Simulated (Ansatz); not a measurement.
## Al$_{3}$GaN$_{4}$: moving Ga off its site

Al$_{3}$GaN$_{4}$, P-43m, a = 4.407 Å. The structure is a Materials Project entry; whether it is the stable form wasn't checked. Ansatz: PBEsol, PAW, 420 eV, Γ-centred 6×6×6 mesh on 8 atoms, Gaussian smearing 0.05 eV; no spin polarisation.

```yaml
crystal:
  lattice:
    - [4.40699, 0.00000, 0.00000]
    - [0.00000, 4.40699, 0.00000]
    - [0.00000, 0.00000, 4.40699]
  atoms:
    - { symbol: Al, position: [0.50000, 0.50000, 0.00000] }
    - { symbol: Al, position: [0.50000, 0.00000, 0.50000] }
    - { symbol: Al, position: [0.00000, 0.50000, 0.50000] }
    - { symbol: Ga, position: [0.00000, 0.00000, 0.00000] }
    - { symbol: N, position: [0.74471, 0.74471, 0.25529] }
    - { symbol: N, position: [0.74471, 0.25529, 0.74471] }
    - { symbol: N, position: [0.25529, 0.74471, 0.74471] }
    - { symbol: N, position: [0.25529, 0.25529, 0.25529] }
```

Atom 4 (Ga) moves by x along the unit vector (0.577, 0.577, 0.577), with its periodic images; all else is held. y is the free energy of the cell over the start, F the force along the path summed over the moved atoms.

| x (Å) | y (meV) | F (eV/Å) |
| --- | --- | --- |
| -0.1000 | 81.3 | 1.54 |
| -0.0750 | ? | ? |
| -0.0500 | 21.4 | 0.83 |
| -0.0250 | 5.5 | 0.43 |
| 0.0000 | 0.0 | 0.00 |
| 0.0250 | 5.8 | -0.47 |
| 0.0500 | 23.8 | -0.98 |
| 0.0750 | 55.2 | -1.54 |
| 0.0875 | 76.2 | -1.83 |
| 0.1000 | 101.0 | -2.14 |

Q: Fit y = c2 x² + c3 x³ + c4 x⁴ to the energies of the other rows, give the force constant, and predict energy and force of the missing row.

A: Least squares on the rows shown. y = 9019 x² + 9846 x³ + 9630 x⁴. The force constant is 2 c2 = 18.0 eV/Å² (for all images moving together, not for a lone atom). The force −dy/dx at the missing row is 1.20 eV/Å (computed 1.20). At x = -0.0750 the fit asked for gives 46.9 meV. The run gave 46.9 meV, the same to the digits shown.

The well is stiff and single, but lopsided: a 0.1000 Å shift costs 101.0 meV in the positive direction and 81.3 meV in the negative. Ga sits in a tetrahedron of N, and the positive path runs straight at one of them, compressing that bond head-on, so Pauli repulsion rises steeply. The negative path leads towards the opposite face, where the shortening is shared among three bonds. The tetrahedral site has no inversion centre, which is what allows the cubic term; along a cube axis the same symmetry would forbid it.

Symmetry also makes the force at the start vanish, so that zero says nothing about whether the N positions or the cell are relaxed. The positive curvature shows that Ga has no tendency to go off-centre along this line when the other atoms are fixed. The agreement at the missing row supports the polynomial as an interpolation, not its use at larger displacements. Because the N and Al atoms don't respond, the force constant can't be turned directly into a phonon frequency.
